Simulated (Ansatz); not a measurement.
Reaction (ligand exchange at a B–O bond): `CB(Cl)OC(C)=O` + `N=C=O` → `CB(Cl)N=C=O` + `CC(=O)O`

Isolated molecules relaxed with PBE0-D4/def2-TZVP in Ansatz; ΔE leaves out vibrations. CCSD(T)/CBS is the MP2 limit (def2-TZVPP, def2-QZVPP) plus CCSD(T) − MP2 in def2-TZVPP, frozen cores. This one scheme is used for every species. DFT in def2-TZVPP. B3LYP here is the variant with VWN-RPA as its local correlation; programs differ in this. Each species was taken in one conformer, which may not be the lowest.

```
          level  ΔE (kJ/mol)  difference from CCSD(T)/CBS
         PBE-D4        -12.2                         -7.6
      r2SCAN-D4         -8.5                         -3.9
        PBE0-D4        -11.6                         -7.0
       B3LYP-D4         -8.2                         -3.6
        ωB97M-V         -5.4                         -0.8
         B2PLYP         -9.6                         -5.0
            PBE        -14.7                        -10.1
           PBE0        -13.9                         -9.3
          B3LYP        -11.9                         -7.3
  HF/def2-TZVPP         -9.7                         -5.1
 MP2/def2-TZVPP         -9.1                         -4.5
CCSD/def2-TZVPP         -4.7                         -0.1
  HF/def2-QZVPP         -8.9                         -4.3
 MP2/def2-QZVPP         -9.1                         -4.5
   HF/CBS(def2)         -8.8                         -4.2
  MP2/CBS(def2)         -9.6                         -5.0
    CCSD(T)/CBS         -4.6                            0
```

Largest T1 diagnostic among the species: 0.018.

The D4 term adds +3.7 kJ/mol with B3LYP and +2.3 kJ/mol with PBE0; it sums over pairs of atoms, weighted by their polarisabilities, and B3LYP, whose exchange is more repulsive, gets the larger term.

CCSD(T)/CBS has its own doubt, a few kJ/mol and more with outer-core shells, so smaller differences from it don't rank the levels.
